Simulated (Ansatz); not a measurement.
AlSb (zinc blende): values from a third-order Birch-Murnaghan fit to a volume scan beside measured ones. Computed values: PBEsol (plane waves to 420 eV, PAW, scalar-relativistic; Ansatz, a first-principles code). AlSb was relaxed with its symmetry unable to fall. Spin-orbit coupling is left out, though Sb is heavy. The PAW data are Ansatz's earlier set.

| quantity | reference | kind |
|---|---|---|
| Lattice constant a (Å) | 6.128 | measured at or taken to low temperature |
| Bulk modulus B₀ (GPa) | 58.2 | measured, room temperature or unstated |

References as given in: Guo-Xu Zhang, Anthony M Reilly, Alexandre Tkatchenko et al., New Journal of Physics (2018), doi:10.1088/1367-2630/aac7f0; Cormac Toher, Corey Oses, Jose J. Plata et al., Physical Review Materials (2017), arXiv:1611.05714. Values not taken to low temperature hold thermal and zero-point shifts that a static calculation lacks, so small differences there are no errors of the method.

Question: What does PBEsol give, and how far is that from the reference?

Answer: 
| quantity | PBEsol | difference |
|---|---|---|
| Lattice constant a (Å) | 6.158 | +0.5 % |
| Bulk modulus B₀ (GPa) | 53.7 | -7.8 % |

PBEsol overestimates the lattice constant a by 0.5 %.

(A scan under strain: stresses follow from slopes of the energy per volume, elastic moduli from its curvatures.)
